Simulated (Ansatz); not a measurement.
ZnSiP2 under changes of volume

One of the cells (18.876 Å³/atom); the others are scaled copies at fixed shape and fractional positions:

```xyz
8
Lattice="-2.6867 2.6867 5.2300 2.6867 -2.6867 5.2300 2.6867 2.6867 -5.2300" Properties=species:S:1:pos:R:3 pbc="T T T"
Zn    0.0000    2.6867    2.6150
Zn    0.0000    0.0000    0.0000
P     1.3434   -1.2504    3.9225
P     1.3434    3.9371   -1.3075
P     1.2504    1.3434    6.5375
P     1.4363    1.3434    1.3075
Si    2.6867    0.0000    2.6150
Si    0.0000    0.0000    5.2300
```

The cell is a database's computed one.

- Program: Ansatz 0.2.0
- Functional: PBEsol
- Potentials or basis: Ansatz PAW
- Cutoff: 420 eV (not typed: the program's choice for these potentials)
- k mesh: 7 × 7 × 7
- Occupations: fermi-dirac, width 0.05 eV
- Spin: no spin polarisation

```csv
volume (Å³/atom),energy over the lowest point (meV/atom),pressure (GPa),gap on the mesh (eV),largest force (eV/Å)
17.744,16.68,5.8,1.06,0.325
18.121,?,?,?,?
18.499,0.60,1.2,1.15,0.211
18.876,0.00,-0.7,1.19,0.161
19.254,3.70,-2.4,1.23,0.114
19.631,11.24,-4.0,1.27,0.071
20.009,22.22,-5.3,1.31,0.032
```

Task: What does the run at 18.121 Å³/atom give?

Result: Energy over the lowest point 5.97 meV/atom; pressure 3.4 GPa; gap on the mesh 1.11 eV; largest force 0.266 eV/Å.

Worked out: A Birch-Murnaghan fit of order 3 (a polynomial in V^(-2/3)) to the other rows has its minimum at 18.74 Å³/atom with B0 = V·E''(V) = 94 GPa and B' = 4.5 at fixed shape and positions, which overstates the stiffness. It gives 5.98 meV/atom at 18.121 Å³/atom, against the run's 5.97, and -dE/dV = 3.4 GPa, against 3.4. A straight line through the other rows of the gap, of slope 2.07 eV per unit of ln V (its deformation potential), gives 1.10 eV, against the run's 1.11.

Energies are extrapolated to zero smearing.

Caveats: odd divisions of the mesh miss points on the zone boundary, where band edges often lie, so the gap on the mesh can be too wide; the PAW data sets come from PBE, with cores solved anew for the run's functional, which leaves a small shift of forces and pressure.

A mesh can miss the band edges.
